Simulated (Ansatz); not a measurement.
The system is Ge.

```xyz
1
Lattice="1.3971 -2.6005 0.0000 1.3971 2.6005 0.0000 0.0000 0.0000 2.6982" Properties=species:S:1:pos:R:3 pbc="T T T"
Ge    1.3971    0.0000    0.0000
```

This isn't the form of Ge at room conditions, which is diamond.

| Quantity | Value |
| --- | --- |
| Program | Ansatz 0.2.0 |
| Task | relaxation of cell and atoms |
| Functional | PBEsol |
| Potentials or basis | Ansatz PAW |
| Cutoff | 420 eV (not typed: the program's choice for these potentials) |
| k mesh | 11 × 11 × 10 |
| Occupations | fermi-dirac, width 0.05 eV |
| Spin | no spin polarisation |

At the start: volume 19.61 Å³/atom.

Question: Where does the relaxation end?

Answer: It ends after 7 steps and the volume is 18.40 Å³/atom (-6.2 %); space group Cmmm (No. 65, to 0.05 Å).

Step by step:
| step | energy change (eV) | largest force (eV/Å) | volume (Å³) |
| --- | --- | --- | --- |
| 1 | 0.0000 | 0.0000 | 19.61 |
| 2 | -0.0193 | 0.0000 | 18.07 |
| 3 | -0.0208 | 0.0000 | 18.41 |
| 4 | -0.0209 | 0.0000 | 18.40 |
| 5 | -0.0211 | 0.0000 | 18.39 |
| 6 | -0.0211 | 0.0000 | 18.40 |
| 7 | -0.0208 | 0.0000 | 18.40 |

Final structure:
```cif
data_structure
_symmetry_space_group_name_H-M 'P 1'
_symmetry_Int_Tables_number 1
_cell_length_a 2.8313
_cell_length_b 2.8313
_cell_length_c 2.6709
_cell_angle_alpha 90.000
_cell_angle_beta 90.000
_cell_angle_gamma 120.766
_cell_volume 18.40
loop_
_atom_site_label
_atom_site_type_symbol
_atom_site_fract_x
_atom_site_fract_y
_atom_site_fract_z
_atom_site_occupancy
Ge1 Ge 0.50000 0.50000 0.00000 1
```

Caveat: the plane-wave basis is chosen anew once the cell has moved, so the energies of steps on either side of that aren't comparable; the PAW data sets come from PBE, with cores solved anew for the run's functional, which leaves a small shift of forces and pressure.
